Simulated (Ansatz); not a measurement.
# Cu under changes of volume

One of the cells (11.810 Å³/atom); the others are scaled copies at fixed shape and fractional positions:

```
CELL_PARAMETERS angstrom
0.00000 1.80750 1.80750
1.80750 0.00000 1.80750
1.80750 1.80750 0.00000
ATOMIC_POSITIONS crystal
Cu 0.00000 0.00000 0.00000
```

```yaml
Program: Ansatz 0.2.0
Functional: BLYP
Dispersion: D3(BJ)
Potentials_or_basis: Ansatz PAW
Cutoff: "420 eV (not typed: the program's choice for these potentials)"
k_mesh: 13 × 13 × 13
Occupations: fermi-dirac, width 0.05 eV
Spin: no spin polarisation
```

```tsv
volume (Å³/atom)	energy over the lowest point (meV/atom)	pressure (GPa)
11.102	0.00	0.2
11.338	2.30	-3.3
11.574	9.43	-6.3
11.810	20.80	-9.0
12.047	35.90	-11.4
12.283	?	?
12.519	75.48	-15.3
```

Q: What does the run at 12.283 Å³/atom give?

A: Energy over the lowest point 54.26 meV/atom; pressure -13.5 GPa.

Worked out: A Birch-Murnaghan fit of order 3 (a polynomial in V^(-2/3)) to the other rows has its minimum at 11.11 Å³/atom with B0 = V·E''(V) = 173 GPa and B' = 5.0. It gives 54.26 meV/atom at 12.283 Å³/atom, against the run's 54.26, and -dE/dV = -13.5 GPa, against -13.5.

Energies are extrapolated to zero smearing.

Caveats: pairwise dispersion overbinds metals, which lowers pressure and volume; the PAW data sets come from PBE, with cores solved anew for the run's functional, which leaves a small shift of forces and pressure.
